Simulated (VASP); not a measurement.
Write the native input for VASP 6.6.1 that does the following.

* Task: single point
* Functional: PBEsol
* Potentials or basis: VASP PAW PBE potentials, release 64 (Al)
* Cutoff: 520 eV
* k mesh: 15 × 15 × 15
* Occupations: fermi-dirac, width 0.1 eV
* Spin: no spin polarisation
* Dipole correction: no
* Further INCAR settings: ALGO = Fast; EDIFF = 1e-06; NBANDS = 8

The structure of Al lies in POSCAR:

```
Al
1.0
   -1.6689474524      1.6689474524      1.6689474524
    1.6689474524     -1.6689474524      1.6689474524
    1.6689474524      1.6689474524     -1.6689474524
Al
1
Direct
    0.0000000000      0.0000000000      0.0000000000
```

This isn't the form of Al at room conditions, which is fcc.

One way to write it, as run:

INCAR

```
SYSTEM = Al
ALGO     = Fast           ! electronic algorithm
EDIFF    = 1E-6           ! SCF threshold, eV
ENCUT    = 520            ! plane-wave cutoff, eV
GGA      = PS             ! functional
ISIF     = 2              ! what is computed and relaxed
ISMEAR   = -1             ! smearing method
LASPH    = .TRUE.         ! aspherical terms in the spheres
LCHARG   = .FALSE.        ! write CHGCAR
LREAL    = .FALSE.        ! projectors in reciprocal space
LWAVE    = .FALSE.        ! write WAVECAR
NBANDS   = 8              ! bands
NELM     = 80             ! most SCF steps
PREC     = Accurate       ! precision mode
SIGMA    = 0.1            ! smearing width, eV
```

KPOINTS

```
k-points
0
G
  15 15 15
  0 0 0
```

Potentials or basis: VASP PAW PBE potentials, release 64 (Al).

The run is started by

```bash
$ cat potpaw_PBE.64/Al/POTCAR > POTCAR
$ mpirun -np 1 vasp_std > vasp.out
```

It gave:

The pressure is -6.5 GPa and the band gap on the k mesh is none (metal or under the smearing width).

Caveat: the PAW data sets were made with another functional, which shifts forces and pressure a little.

Wall time 12 s on 1 thread of AMD EPYC 9R14 (Zen 4) (shared host), peak memory 0.11 GiB.
